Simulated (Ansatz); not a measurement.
**Strain response of Ta**

Method: DFT PBE, scalar-relativistic, plane waves, PAW in Ansatz. Settings: 420 eV cutoff, 16×16×16 k-mesh, Gaussian smearing of 0.10 eV, no spin polarisation.

The relaxed crystal:

```
Ta
1.0
     3.31906    0.00000    0.00000
     0.00000    3.31906    0.00000
     0.00000    0.00000    3.31906
Ta
2
Direct
  0.00000 0.00000 0.00000
  0.50000 0.50000 0.50000
```

Deformation: uniaxial strain along a, with the lengths of b and c and the atoms relaxed and the angles held, all within the symmetry that the strain leaves. Energies are extrapolated to zero smearing. Stress is positive in compression, on the Cartesian axes of the cell above.

Spin–orbit coupling is left out, which can shift energies with elements as heavy as these.

```
strain (%)  ΔE (meV/atom) a (Å) b (Å) c (Å)  σxx (GPa)  σyy (GPa)  σzz (GPa)
      -6.0           29.1  3.120  3.408  3.408       7.18       0.01       0.01
      -4.0           13.1  3.186  3.375  3.375       5.49       0.01       0.01
      -2.0            3.1  3.253  3.346  3.346       2.93       0.00       0.00
      +0.0            0.0  3.319  3.319  3.319       0.09       0.09       0.09
      +2.0            3.0  3.385  3.295  3.295      -2.62       0.00       0.00
      +4.0           11.6  3.452  3.273  3.273      -5.29       0.00       0.00
      +6.0           25.8  3.518  3.250  3.250      -7.35       0.00       0.00
```